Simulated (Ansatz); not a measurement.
## Compressing AlFe: a fit and a missing row

AlFe, Pm-3m, a = 2.845 Å. The structure is a COD entry; whether it is the stable form wasn't checked. Ansatz: PBEsol, PAW, 420 eV, Γ-centred 14×14×14 mesh on 2 atoms, Gaussian smearing 0.10 eV; collinear spin, largest moment 0.7 μB. Symmetry fixes shape and atoms, so the cell is only scaled; pressure is positive in compression.

```tsv
V (Å³/atom)	P (GPa)
10.823	?
11.168	6.18
11.514	0.00
11.859	-5.28
12.205	-9.77
```

Task: Take V0 = 11.514 Å³/atom, fit the third-order Birch–Murnaghan form to the other rows, and predict the missing pressure.

Result: With the Eulerian strain f = ½[(V0/V)^(2/3) − 1] and y = P/[3f(1 + 2f)^(5/2)], the form is the line y = B0 + 1.5 B0 (B0′ − 4) f. Rows (f, y): 0.01027, 190.6; -0.00974, 189.8; -0.01905, 188.4. Means f = -0.006173, y = 189.60; Σ(Δf)² = 0.0004489, ΣΔfΔy = 0.03118; the slope is their ratio. y = 190.0 + 69.46 f GPa, so B0 = 190.0 GPa and B0′ = 4 + 2 × (69.46)/(3 × 190.0) = 4.24. At V = 10.823, f = 0.02106, y = 191.46 and P = 13.41 GPa. The run gave 13.41 GPa, the same to the digits shown. The form still works here, 33 % of the fitted range beyond its end.

Only parallel moments were tried here.